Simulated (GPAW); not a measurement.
The system is GaSb.

```
CELL_PARAMETERS angstrom
0.00000 3.05900 3.05900
3.05900 0.00000 3.05900
3.05900 3.05900 0.00000
ATOMIC_POSITIONS crystal
Sb 0.75000 0.75000 0.75000
Ga 0.00000 0.00000 0.00000
```

Base run:

* Program: GPAW 26.7.0
* Functional: revPBE
* Potentials or basis: the program's PAW data sets (release 1.2.1) made for this functional
* Cutoff: 600 eV
* Basis: pw
* k mesh: 8 × 8 × 8
* Occupations: fermi-dirac, width 0.05 eV
* Spin: no spin polarisation

Its results: band gap on the k mesh 0.16 eV, direct; pressure 3.5 GPa.

The run is repeated on the same cell with these changes: functional from revPBE to RPBE. What comes out?

Band gap on the k mesh 0.19 eV, direct; pressure 4.0 GPa.

Caveats: spin-orbit coupling is left out, which moves the levels of the heavy elements.
